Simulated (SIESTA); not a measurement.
## NbP in SIESTA: the effect of Hubbard term

The system is NbP.

```xyz
4
Lattice="-1.6749 1.6749 5.7401 1.6749 -1.6749 5.7401 1.6749 1.6749 -5.7401" Properties=species:S:1:pos:R:3 pbc="T T T"
Nb    1.6749    0.0000    2.8687
Nb    0.0000    0.0000    5.7387
P     0.0000    1.6749    3.8200
P     0.0000    0.0000    0.9500
```

The cell is a database's computed one.

Alike in all runs:

```yaml
Program: SIESTA 5.4.2
Task: band structure
Functional: PBE
Potentials_or_basis: PseudoDojo 0.4 standard (PBE files)
Basis: DZP (energy shift 0.003 Ry; two zetas on semicore shells)
Grid_cutoff: 800 Ry
Energy_shift: 0.003 Ry
k_mesh: 8 × 8 × 8
Occupations: fermi-dirac, width 0.05 eV
Spin: no spin polarisation
Hubbard_projector_method: 1
U_from_the_first_cycle: yes
```

```tsv
Hubbard term	pressure (GPa)	largest force (eV/Å)
none	?	?
Nb d U = 2 eV	1.6	0.03
Nb d U = 4 eV	2.4	0.04
```

Question: What does the run with Hubbard term none give?

Answer: Pressure 0.8 GPa; largest force 0.03 eV/Å.

Caveats: the basis of atomic orbitals isn't converged, which shifts pressures, moduli and gaps; U without spin polarisation on a metal has little footing (some runs); the U is typed as a test and isn't derived for this compound (some runs).
